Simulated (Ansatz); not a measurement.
# Sn under changes of volume

One of the cells (33.803 Å³/atom); the others are scaled copies at fixed shape and fractional positions:

```
Sn
1.0
     0.00000    3.23334    3.23334
     3.23334    0.00000    3.23334
     3.23334    3.23334    0.00000
Sn
2
Direct
  0.75000 0.75000 0.75000
  0.50000 0.50000 0.50000
```

This isn't the form of Sn at room conditions, which is tetragonal (white tin).

* Program: Ansatz 0.2.0
* Functional: PBEsol
* Potentials or basis: all-electron LAPW, scalar-relativistic
* Cutoff: 277 eV (chosen from the basis error)
* Basis error allowed: 0.0005 eV/atom
* k mesh: 7 × 7 × 7
* Occupations: fermi-dirac, width 0.05 eV
* Spin: no spin polarisation

| volume (Å³/atom) | energy over the lowest point (meV/atom) | pressure (GPa) |
| --- | --- | --- |
| 31.775 | ? | ? |
| 32.451 | 27.07 | 3.8 |
| 33.127 | 13.78 | 2.6 |
| 33.803 | 5.16 | 1.5 |
| 34.479 | 0.72 | 0.6 |
| 35.155 | 0.00 | -0.2 |
| 35.831 | 2.55 | -0.9 |

Problem. What does the run at 31.775 Å³/atom give?

Solution. Energy over the lowest point 45.58 meV/atom; pressure 5.1 GPa.

Worked out: A Birch-Murnaghan fit of order 3 (a polynomial in V^(-2/3)) to the other rows has its minimum at 34.96 Å³/atom with B0 = V·E''(V) = 42 GPa and B' = 5.1. It gives 45.65 meV/atom at 31.775 Å³/atom, against the run's 45.58, and -dE/dV = 5.1 GPa, against 5.1.

Energies are extrapolated to zero smearing.
